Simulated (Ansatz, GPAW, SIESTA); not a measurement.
**Na2S: 4 runs at one level of theory**

```
S Na
1.0
     0.00000    3.27350    3.27350
     3.27350    0.00000    3.27350
     3.27350    3.27350    0.00000
S Na
1 2
Direct
  0.00000 0.00000 0.00000
  0.75000 0.75000 0.75000
  0.25000 0.25000 0.25000
```

Alike in all runs: task band structure; functional PBE; k mesh 7 × 7 × 7; occupations fermi-dirac, width 0.05 eV; no spin polarisation; no spin-orbit coupling. Pressure is positive in compression and, in plane waves, holds the error of the finite cutoff, which Ansatz's Pulay term estimates and takes out. Gaps are the smaller of the mesh's and the band path's.

| program and potentials | plane-wave cutoff (eV) | notes | band gap (eV) | pressure (GPa) |
| --- | --- | --- | --- | --- |
| Ansatz, Ansatz PAW | 420 | 8 valence electrons an atom on average | 2.48 | 0.28 |
| GPAW, GPAW PAW data sets (gpaw-data 1.2.1) | 800 | 6.67 valence electrons an atom on average | ? | ? |
| Ansatz, all-electron LAPW, scalar-relativistic | - | - | 2.48 | 0.30 |
| SIESTA, files PseudoDojo sr-pbe-0.4.1-standard, DZP (energy shift 0.003 Ry; two zetas on semicore shells) | - | atomic basis; 8 valence electrons an atom on average | 2.49 | 0.76 |

Question: Estimate from the other rows what the run with GPAW, GPAW PAW data sets (gpaw-data 1.2.1) gave.

Answer: Band gap 2.49 eV; pressure 0.25 GPa. The other rows, which needn't bracket it: band gap 2.48 to 2.49; pressure 0.28 to 0.76.
